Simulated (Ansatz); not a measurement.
## BN: pressure against volume

BN, F-43m, a = 3.625 Å. The compound has several low-lying forms, and this is one of them. Ansatz: PBE, PAW, 420 eV, Γ-centred 12×12×12 mesh on 2 atoms, Gaussian smearing 0.02 eV; no spin polarisation. Symmetry fixes shape and atoms, so the cell is only scaled; pressure is positive in compression.

```
V (Å³/atom) P (GPa)
      5.239        ?
      5.417    41.63
      5.596    25.74
      5.774    11.96
      5.953    -0.01
      6.131   -10.39
      6.310   -19.42
      6.548   -29.65
```

Take V0 = 5.953 Å³/atom, count pressures from its P0 = -0.01 GPa, fit the third-order Birch–Murnaghan form to the other rows, and predict the missing pressure.

With the Eulerian strain f = ½[(V0/V)^(2/3) − 1] and y = (P − P0)/[3f(1 + 2f)^(5/2)], the form is the line y = B0 + 1.5 B0 (B0′ − 4) f. Rows (f, y): 0.03246, 365.4; 0.02105, 367.8; 0.01028, 368.9; -0.00973, 373.5; -0.01904, 374.4; -0.03077, 376.3. Means f = 0.0007083, y = 371.05; Σ(Δf)² = 0.003003, ΣΔfΔy = -0.5231; the slope is their ratio. y = 371.2 − 174.2 f GPa, so B0 = 371.2 GPa and B0′ = 4 + 2 × (-174.2)/(3 × 371.2) = 3.69. At V = 5.239, f = 0.04445, y = 363.46 and P = 59.96 GPa. The run gave 59.98 GPa, so the fit is 0.02 GPa too low, within twice the rms miss on the fitted rows (0.02 GPa).